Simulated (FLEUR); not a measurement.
TiAl:

```
Ti Al
1.0
     2.86726    0.00000    0.00000
    -1.43363    2.48312    0.00000
     0.00000    0.00000    4.67808
Ti Al
1 1
Direct
  0.00000 0.00000 0.00000
  0.33333 0.66667 0.50000
```

The cell comes from a database or a generator and needn't be the stable form of this composition.

Program: FLEUR MaX-R8.1 (later development tree). Alike in all runs: task single point; level PBE; potentials or basis all-electron, FLAPW; no spin polarisation; cell as given; k mesh 11 × 11 × 6; smearing fermi-dirac 0.05 eV. Hardware: 1 thread of Arm Neoverse V2, with other jobs on the host.

Q: Order these runs on this cell by their wall time, lowest first.
A. inpgen profile moderate; gmax 22.5 1/bohr; lmax Ti 10, Al 9; lnonsphr Ti 8, Al 7; kmax 4.5 1/bohr
B. inpgen profile precise; gmax 25 1/bohr; lmax Ti 13, Al 12; lnonsphr Ti 8, Al 8; kmax 5 1/bohr
C. inpgen profile veryFastHighL; gmax 17.5 1/bohr; lmax Ti 9, Al 8; lnonsphr Ti 7, Al 6; kmax 3.5 1/bohr

A: C (33 s), A (110 s), B (240 s).
